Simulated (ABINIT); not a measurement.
InAs, 2 atoms in the cell. Symmetry: F-43m, No. 216, cubic system. Conventional cell: a = 6.036 Å, b = 6.036 Å, c = 6.036 Å, α = 90.00°, β = 90.00°, γ = 90.00°. In (site symmetry -43m) has 4 As at 2.61 Å as nearest neighbours. As (site symmetry -43m) is surrounded by 4 In at 2.61 Å. 

| Item | Value |
| --- | --- |
| Program | ABINIT 10.8.3 (patched build) |
| Task | single point |
| Functional | PBEsol |
| Potentials or basis | JTH PAW PBE v2.0 |
| Cutoff | 463 eV |
| k mesh | 10 × 10 × 10 |
| Occupations | fermi-dirac, width 0.05 eV |
| Spin | no spin polarisation |
| Fine-grid cutoff | 925.187 eV |
| Exchange and correlation inside the PAW spheres | full angular mesh (pawxcdev 0, this build's default; the released program takes 1) |

Potentials or basis: JTH PAW PBE v2.0.

Command:

```console
$ abinit run.abi > log 2>&1
```

Hardware: 1 thread of Arm Neoverse V1 (shared host).

Task: Estimate the wall time of this run.

Result: Run time: 41 s on 1 thread of Arm Neoverse V1, on a shared host, peak memory 0.12 GiB. Counts: scf iterations 11, k points 47, bands 18, plane waves 1266.
